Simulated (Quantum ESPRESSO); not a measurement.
## Pt in Quantum ESPRESSO: the effect of target pressure

Crystal: Pt.

```xyz
1
Lattice="0.0000 1.9609 1.9609 1.9609 0.0000 1.9609 1.9609 1.9609 0.0000" Properties=species:S:1:pos:R:3 pbc="T T T"
Pt    0.0000    0.0000    0.0000
```

Alike in all runs:

| Quantity | Value |
| --- | --- |
| Program | Quantum ESPRESSO 7.5 |
| Task | relaxation of cell and atoms |
| Functional | PBE |
| Potentials or basis | SSSP 1.3 efficiency PBE |
| Cutoff | 857 eV |
| Density cutoff | 6884 eV |
| k mesh | 12 × 12 × 12 |
| Occupations | fermi-dirac, width 0.05 eV |
| Spin | no spin polarisation |

Each run relaxes the cell or the atoms first.

Task: One run gave: relaxed volume 14.21 Å³/atom. Which target pressure did it use?
A. 2 GPa
B. 0 GPa
C. 30 GPa
D. 10 GPa
E. 20 GPa

Result: C.

```tsv
target pressure	relaxed volume (Å³/atom)
0 GPa	15.59
2 GPa	15.47
5 GPa	15.30
10 GPa	15.04
20 GPa	14.59
30 GPa	14.21
```
